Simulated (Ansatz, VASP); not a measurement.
**Two plane-wave programs on MoS2**

```
Mo S
1.0
     1.61775   -8.43308    0.00000
     1.61775    8.43308    0.00000
     0.00000    0.00000    3.96729
Mo S
2 4
Direct
  0.84260 0.15740 0.75000
  0.15740 0.84260 0.25000
  0.59160 0.40840 0.75000
  0.40840 0.59160 0.25000
  0.23949 0.76051 0.75000
  0.76051 0.23949 0.25000
```

Alike in both runs: functional PBE; k mesh 4 × 4 × 4; occupations gaussian, width 0.1 eV; collinear spin.

Ansatz relaxed the structure, and its values are those at the end. VASP's run is a single point on that final structure, the one shown.

|  | VASP | Ansatz |
| --- | --- | --- |
| version | VASP 6.6.1 | Ansatz 0.2.0 |
| potentials or method | VASP PAW PBE potentials, release 64 (Mo_sv, S) | scalar-relativistic, plane waves, PAW |
| plane-wave cutoff (eV) | 520 | 420 |
| valence electrons in the cell | 52 | 52 |

```tsv
	VASP	Ansatz	Ansatz less VASP
gap on the k mesh at the Fermi level (eV)	none	none	-
pressure (GPa)	0.0	0.1	+0.03
rms of the force components (eV/Å)	0.006	0.004	-0.0021
net moment per atom (μB)	0.00	0.00	0.000
```

A gap of «none» marks a metal or a gap that the smearing closes. Ansatz warned: «seeded_moment_not_kept».

Caveats: the k mesh is coarse (spacing up to 0.49 Å⁻¹), so the values aren't converged.
